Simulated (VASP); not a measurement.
# PbS (P-6m2) in VASP: further runs

Runs on PbS. Level: PBEsol. Tasks: single point.

Everything below comes from runs of VASP 6.6.1. Logs are shortened: lines on timing, memory, paths and dates and some standing lists are left out, and cuts for length are marked.

## (1) The structure

It takes space group P-6m2 (No. 187, hexagonal). The conventional cell has a = 4.024 Å, b = 4.024 Å, c = 3.913 Å, α = 90.00°, β = 90.00°, γ = 120.00°. Pb (site symmetry -6m2) is surrounded by 6 S at 3.04 Å. S (site symmetry -6m2) is surrounded by 6 Pb at 3.04 Å.

Measurements of this composition are mostly on another form, of space group No. 225.

## (2) Single point, PBEsol

Contents of INCAR:

```
PREC = Accurate ; ENCUT = 520
EDIFF = 1E-7 ; ISMEAR = 0
SIGMA = 0.15 ; LREAL = False
LASPH = True ; NELM = 100
ALGO = Fast ; ISIF = 2
LWAVE = False ; LCHARG = False
GGA = PS ; NBANDS = 17
```

Contents of KPOINTS:

```
Automatic mesh
0
Gamma
  15 15 14
```

Contents of POSCAR:

```
PbS
1.0
    4.0237232840      0.0000000000      0.0000000000
   -2.0118616420      3.4846465818      0.0000000000
    0.0000000000      0.0000000000      3.9134096884
Pb S
1 1
Direct
    0.0000000000      0.0000000000      0.0000000000
    0.6666666667      0.3333333333      0.5000000000
```

Potentials or basis: VASP PAW PBE potentials, release 64 (Pb_d, S).

Launch:

```
> cat potpaw_PBE.64/Pb_d/POTCAR potpaw_PBE.64/S/POTCAR > POTCAR
> mpirun -np 1 vasp_std > vasp.out
```

OUTCAR:

```text
PREC = Accurate
   ENCUT = 520
   EDIFF = 1E-7
   ISMEAR = 0
   LREAL = False
   LASPH = True
   NELM = 100
   ISIF = 2
   GGA = PS

 ion  position               nearest neighbor table
   1  0.000  0.000  0.000-   2 3.04   2 3.04   2 3.04   2 3.04   2 3.04   2 3.04
   2  0.667  0.333  0.500-   1 3.04   1 3.04   1 3.04   1 3.04   1 3.04   1 3.04

  LATTYP: Found a hexagonal cell.
 ALAT       =     4.0237232840
 C/A-ratio  =     0.9725841993

  Lattice vectors:

 A1 = (   4.0237232840,   0.0000000000,   0.0000000000)
 A2 = (  -2.0118616420,   3.4846465818,   0.0000000000)
 A3 = (   0.0000000000,   0.0000000000,   3.9134096884)

Analysis of symmetry for initial positions (statically):
=====================================================================
 Subroutine PRICEL returns:
 Original cell was already a primitive cell.

 Routine SETGRP: Setting up the symmetry group for a
 hexagonal supercell.

 Subroutine GETGRP returns: Found 12 space group operations
 (whereof 12 operations were pure point group operations)
 out of a pool of 24 trial point group operations.

The static configuration has the point symmetry D_3h.

Analysis of symmetry for dynamics (positions and initial velocities):
=====================================================================
 Subroutine PRICEL returns:
 Original cell was already a primitive cell.

 Routine SETGRP: Setting up the symmetry group for a
 hexagonal supercell.

 Subroutine GETGRP returns: Found 12 space group operations
 (whereof 12 operations were pure point group operations)
 out of a pool of 24 trial point group operations.

The dynamic configuration has the point symmetry D_3h.

 Subroutine INISYM returns: Found 12 space group operations
 (whereof 12 operations are pure point group operations),
 and found     1 'primitive' translations

----------------------------------------------------------------------------------------

                                     Primitive cell

  volume of cell :      54.8709

  direct lattice vectors                    reciprocal lattice vectors
     4.023723284  0.000000000  0.000000000     0.248526037  0.143486574  0.000000000
    -2.011861642  3.484646582  0.000000000     0.000000000  0.286973148  0.000000000
     0.000000000  0.000000000  3.913409688     0.000000000  0.000000000  0.255531641

  length of vectors
     4.023723284  4.023723284  3.913409688     0.286973148  0.286973148  0.255531641

[... 74 lines left out ...]
   ISPIN  =      1    spin polarized calculation?
   LNONCOLLINEAR =      F non collinear calculations
   LSORBIT =      F    spin-orbit coupling
   LASPH  =      T    aspherical Exc in radial PAW
   ENCUT  =  520.0 eV  38.22 Ry    6.18 a.u.   7.48  7.48  7.28*2*pi/ulx,y,z
   NELM   =    100;   NELMIN=  2; NELMDL= -5     # of ELM steps
   EDIFF  = 0.1E-06   stopping-criterion for ELM
   LREAL  =      F    real-space projection
   EDIFFG = 0.1E-05   stopping-criterion for IOM
   NSW    =      0    number of steps for IOM
   IBRION =     -1    ionic relax: 0-MD 1-quasi-New 2-CG
   NFREE  =      0    steps in history (QN), initial steepest desc. (CG)
   ISIF   =      2    stress and relaxation
   ISYM   =      2    0-nonsym 1-usesym 2-fastsym
   POTIM  = 0.5000    time-step for ionic-motion
   TEBEG  =    0.0;   TEEND  =   0.0 temperature during run
   PSTRESS=    0.0 pullay stress
   NELECT =      20.0000    total number of electrons
   NUPDOWN=      -1.0000    fix difference up-down
   EMIN   =  10.00;   EMAX   =-10.00  energy-range for DOS
   EFERMI =   0.00;   METHOD = LEGACY
   ISMEAR =     0;   SIGMA  =   0.15  broadening in eV -4-tet -1-fermi 0-gaus
   EFERMI_NEDOS =   21; number of points for ismear=-14 and -15
   IALGO  =     68    algorithm
   IMIX   =      4    mixing-type and parameters
     AMIX     =   0.40;   BMIX     =  1.00
     AMIX_MAG =   1.60;   BMIX_MAG =  1.00
  volume/ion in A,a.u.               =      27.44       185.14
  Fermi-wavevector in a.u.,A,eV,Ry     =   1.169421  2.209885 18.606576  1.367545
  Thomas-Fermi vector in A             =   2.305894
   LORBIT       =      0    0 simple, 1 ext, 2 COOP (PROOUT), +10 PAW based schemes
   GGA     = PS    functional components
   LHFCALC =     F    Hartree Fock is set to
   AEXX    =    0.0000 exact exchange contribution
   IVDW    =     0    specifies the selected vdW correction
   LEPSILON=     F    determine dielectric tensor
   LRPA    =     F    only Hartree local field effects (RPA)
 non-spin polarized calculation
 RMM-DIIS sequential band-by-band and
 Gauss-broadening in eV      SIGMA  =   0.15
  energy-cutoff  :      520.00
  volume of cell :       54.87
 maximum number of plane-waves:      1503
 NGX is ok and might be reduce to    30
   NGX = 15   NGY = 15   NGZ = 15

 number of electron      19.9999995 magnetization

 Free energy of the ion-electron system (eV)
  ---------------------------------------------------
  ext. energy  EPLUGINS =         0.00000000
  ---------------------------------------------------
  free energy    TOTEN  =        -9.16325074 eV

  energy without entropy =       -9.16079862  energy(sigma->0) =       -9.16202468

 E-fermi :   4.8726     XC(G=0):  -9.6582

 val. band max:        4.8534991438   @ k =   0.0667   0.0000   0.4286
 cond. band min:       4.9076958378   @ k =   0.3333   0.2667   0.4286
 fundamental gap:      0.0541966940
 Fermi energy:         4.8725863503

 k-point     1 :       0.0000    0.0000    0.0000
  band No.  band energies     occupation
      1     -11.7819      2.00000
      2     -11.7819      2.00000
      3     -11.7690      2.00000
      4     -11.6679      2.00000
      5     -11.6679      2.00000
      6      -8.0752      2.00000
[... 457 lines left out ...]
      4     -11.7032      2.00000
      5     -11.6842      2.00000
      6      -6.8264      2.00000
[... 9 lines left out ...]
     16      14.5912      0.00000
     17      15.3046      0.00000

 [... further k-points ...]
[... 5 lines left out ...]
  --------------------------------------------------------------------------------------
  -------------------------------------------------------------------------------------
  Total       -0.7849661     -0.7849661     -2.0517837      0.0000000      0.0000000      0.0000000
  in kB      -22.9202474    -22.9202474    -59.9100924      0.0000000      0.0000000      0.0000000
  external PRESSURE =     -35.2501957 kB  Pullay stress =       0.0000000 kB

 VOLUME and BASIS-vectors are now :
 -----------------------------------------------------------------------------
  energy-cutoff  :      520.00
  volume of cell :       54.87
      direct lattice vectors                 reciprocal lattice vectors
     4.023723284  0.000000000  0.000000000     0.248526037  0.143486574  0.000000000
    -2.011861642  3.484646582  0.000000000     0.000000000  0.286973148  0.000000000
     0.000000000  0.000000000  3.913409688     0.000000000  0.000000000  0.255531641

 POSITION                                       TOTAL-FORCE (eV/Angst)
 -----------------------------------------------------------------------------------
      0.00000      0.00000      0.00000         0.000000      0.000000      0.000000
      2.01186      1.16155      1.95670        -0.000000      0.000000      0.000000
 -----------------------------------------------------------------------------------
    total drift:                               -0.000000      0.000000      0.000000

  FREE ENERGIE OF THE ION-ELECTRON SYSTEM (eV)
  ---------------------------------------------------
  free  energy   TOTEN  =        -9.1632507355 eV

  energy  without entropy=       -9.1607986246  energy(sigma->0) =       -9.16202468
```

stdout:

```text
POSCAR found type information on POSCAR PbS
 POSCAR found :  2 types and       2 ions
 scaLAPACK will be used
 -----------------------------------------------------------------------------
|                                                                             |
|                                                                             |
|     You enforced a specific xc type in the INCAR file but a different       |
|     I HOPE YOU KNOW WHAT YOU ARE DOING!                                     |
|                                                                             |
 -----------------------------------------------------------------------------

 LDA part: xc-table for (Slater+PW92), standard interpolation
 POSCAR, INCAR and KPOINTS ok, starting setup
 FFT: planning ... GRIDC
 FFT: planning ... GRID_SOFT
 FFT: planning ... GRID
 WAVECAR not read
 entering main loop
```

Run time: 6 min. Hardware: 1 thread of Intel Xeon Platinum 8375C at 2.90GHz (Ice Lake), shared host; peak memory 0.31 GiB.

What came out:

- Free energy: -9.1633 eV
- Pressure: -3.5 GPa
- Band gap on the k mesh: none (metal or under the smearing width)

Caveat: the PAW data sets were made with another functional, which shifts forces and pressure a little.

(Continued in part 2 of 2.)
